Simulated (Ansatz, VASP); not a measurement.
# One calculation of Si, two programs

```
Si
1.0
    -1.49676    1.49676    1.37314
     1.49676   -1.49676    1.37314
     1.49676    1.49676   -1.37314
Si
1
Direct
  0.00000 0.00000 0.00000
```

Change from the starting cell: strain -0.080 along x and y, +0.040 along z, atoms carried along.

Alike in both runs: task single point; functional LDA; k mesh 22 × 22 × 22; occupations gaussian, width 0.15 eV; no spin polarisation.

```csv
,VASP,Ansatz
version,VASP 6.6.1,Ansatz 0.2.0
potentials or method,"VASP PAW LDA potentials, release 64 (Si)","scalar-relativistic, plane waves, PAW"
plane-wave cutoff (eV),520,420
valence electrons in the cell,4,4
```

VASP gave:

```
gap on the k mesh at the Fermi level (eV)       : none
pressure (GPa)                                  : 17.9
largest component of the traceless stress (GPa) : 4.84
```

Which values does Ansatz return?

gap on the k mesh at the Fermi level (eV): none; pressure (GPa): 17.8; largest component of the traceless stress (GPa): 4.79.

A gap of «none» marks a metal or a gap that the smearing closes.

Caveats: so large a pressure means that the cell lies far from this level's equilibrium, or that cutoff or potentials fall short (VASP).
